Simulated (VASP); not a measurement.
# ZnS in VASP: one cell, several levels of theory

Aim: gap, levels, forces and stress of ZnS (zincblende), under -4.0 % strain along z alone at fixed geometry. Runs: PBE, r2SCAN. The results are then set beside those of Ansatz 0.2.0 for the same cell.

Code: VASP 6.6.1. PAW datasets, plane waves. Spin-unpolarised throughout; all numbers are computed.

**1. Starting point**

The cell comes from an earlier relaxation with r2SCAN in another program, then strained, with the atoms relaxed again.

It is tetragonal, I-4m2 (No. 119); a = 3.810 Å, c = 5.173 Å in the conventional setting, 18.77 Å³ an atom. Zn has 4 S at 2.30 Å; S has 4 Zn at 2.30 Å.

The structure in full:

```
CELL_PARAMETERS angstrom
0.00000 2.69409 2.58632
2.69409 0.00000 2.58632
2.69409 2.69409 0.00000
ATOMIC_POSITIONS crystal
Zn 0.00000 0.00000 0.00000
S 0.25000 0.25000 0.25000
```

**2. PBE**

File INCAR:

```
ENCUT = 520.000000
SIGMA = 0.020000
EDIFF = 1.00e-07
GGA = PE
PREC = Accurate
IBRION = -1
ISIF = 2
ISMEAR = -1
NBANDS = 16
NELM = 120
NSW = 0
LASPH = .TRUE.
LCHARG = .TRUE.
LELF = .TRUE.
LWAVE = .FALSE.
LREAL = .FALSE.
```

File KPOINTS:

```
KPOINTS created by Atomic Simulation Environment
0
Gamma
8 8 8
0 0 0
```

File KPOINTS_OPT:

```
special points
6
Reciprocal
0.0000000000 0.0000000000 0.0000000000 1
-0.5000000000 -0.5000000000 0.0000000000 1
-0.3750000000 -0.3750000000 0.2500000000 1
-0.3750000000 0.0000000000 0.3750000000 1
0.0000000000 0.0000000000 0.5000000000 1
-0.5000000000 -0.2500000000 0.2500000000 1
```

File POSCAR:

```
Zn S
 1.0000000000000000
     0.0000000000000000    2.6940858314999998    2.5863223983000001
     2.6940858314999998    0.0000000000000000    2.5863223983000001
     2.6940858314999998    2.6940858314999998    0.0000000000000000
 Zn  S
   1   1
Cartesian
  0.0000000000000000  0.0000000000000000  0.0000000000000000
  1.3470429157499997  1.3470429157499997  1.2931611991500001
```

The run uses the recommended PBE PAW datasets (18 valence electrons a neutral cell).

Started as:

```sh
mpirun -np 1 vasp_std
```

**3. r2SCAN at this geometry**

File INCAR:

```
ENCUT = 520.000000
SIGMA = 0.010000
EDIFF = 1.00e-07
ALGO = Normal
METAGGA = R2SCAN
PREC = Accurate
IBRION = -1
ISIF = 2
ISMEAR = 0
NBANDS = 16
NELM = 120
NSW = 0
LASPH = .TRUE.
LCHARG = .FALSE.
LWAVE = .FALSE.
LREAL = .FALSE.
```

KPOINTS is that of step 2.

KPOINTS_OPT is that of step 2.

POSCAR is that of step 2.

Q: Predict the outcome of this session. Wanted: for each run, gap; pressure; Ansatz: gap; Ansatz: pressure.

As calculated:

| level | gap (eV) | pressure (GPa) | Ansatz: gap (eV) | Ansatz: pressure (GPa) |
| --- | --- | --- | --- | --- |
| PBE | 2.24 | 5.97 | 2.23 | 5.78 |
| r2SCAN | 2.81 | 3.56 | 2.80 | 3.51 |

What this shows: The gap runs from 2.24 eV (PBE) to 2.81 eV (r2SCAN). At this one volume the pressure spans 3.6 GPa (r2SCAN) to 6.0 GPa (PBE): PBE wants the largest cell and r2SCAN the smallest. The two programs agree on the gap within 0.02 eV, far less than the spread between functionals. The two codes have different PAW datasets and cutoffs.
